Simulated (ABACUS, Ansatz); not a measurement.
# Ag: equilibrium volume by level of theory

The structure is cubic, space group Fm-3m (No. 225). Conventional cell: a = 4.085 Å, b = 4.085 Å, c = 4.085 Å, α = 90.00°, β = 90.00°, γ = 90.00°. Ag (site symmetry m-3m) is surrounded by 12 Ag at 2.89 Å.

```tsv
rung	level	program and potentials	cutoff (eV)	k mesh	smearing	task	spin	core time	chip	equilibrium volume (Å³/atom)	notes
LDA	SVWN5	Ansatz, Ansatz PAW	420	11 × 11 × 11	fermi-dirac 0.05	relaxation of cell and atoms	off	4 s	Arm Neoverse V1	15.96	potentials made for PBE, which Ansatz adapts in part
GGA + dispersion	PBEsol+D3(BJ)	Ansatz, Ansatz PAW	420	11 × 11 × 11	fermi-dirac 0.05	relaxation of cell and atoms	off	4.1 s	Arm Neoverse V1	15.89	potentials made for PBE, which Ansatz adapts in part
GGA + dispersion	PBEsol+D4	Ansatz, Ansatz PAW	420	11 × 11 × 11	fermi-dirac 0.05	relaxation of cell and atoms	off	4.3 s	Arm Neoverse V2	16.21	potentials made for PBE, which Ansatz adapts in part
GGA	RPBE	Ansatz, Ansatz PAW	420	11 × 11 × 11	fermi-dirac 0.05	relaxation of cell and atoms	off	4.4 s	Arm Neoverse V1	18.67	potentials made for PBE, which Ansatz adapts in part
GGA + dispersion	PBE+D3(BJ)	Ansatz, Ansatz PAW	420	11 × 11 × 11	fermi-dirac 0.05	equation of state	off	5 s	Arm Neoverse V2	16.84	-
LDA	LDA	Ansatz, Ansatz PAW	420	11 × 11 × 11	fermi-dirac 0.05	relaxation of cell and atoms	off	5.4 s	Arm Neoverse N1	15.97	potentials made for PBE, which Ansatz adapts in part
meta-GGA + dispersion	r2SCAN+rVV10	Ansatz, Ansatz PAW	500	11 × 11 × 11	fermi-dirac 0.05	relaxation of cell and atoms	off	12 s	Arm Neoverse V1	16.89	potentials made for PBE, which Ansatz adapts in part
GGA + dispersion + U (7.5 eV)	PBE+D4+U (Ag d U = 7.5 eV, fll (the default))	Ansatz, Ansatz PAW	420	8 × 8 × 8	methfessel-paxton 0.2	relaxation of cell and atoms	SOC, no magnetisation	15 s	Arm Neoverse V1	17.76	-
GGA	PBE	ABACUS, PseudoDojo NC SR 0.4.1 PBE standard, plane waves	1116	11 × 11 × 11	fermi-dirac 0.05	equation of state	off	59 s	Intel Xeon 6975P-C Granite Rapids	17.81	-
```

Times are single runs on shared hosts and different chips, so they are rough; meshes, cutoffs and the tasks' sizes weigh on the time. Smearing widths are in eV. For a metal such meshes aren't converged. Meshes differ between rows, which moves values too. Meshes are those of the run's cell of 1 atom unless a note names another. Relaxations start from the cell shown or near it and stop with a little pressure left. Misses use the values as printed. Runs on faulty files, with rough fits or with known faults for this quantity aren't shown.

Measured: 17.05 Å³/atom (arxiv:1608.01376).

Question: Which of the timed runs is the cheapest that comes within 1.5 % of the measured equilibrium volume?

Answer: PBE+D3(BJ) (Ansatz, Ansatz PAW): 16.84 Å³/atom in 5 s. One crystal doesn't make the level reliable, since errors can cancel. The runs are for a static lattice, while measurements hold temperature and zero-point motion.
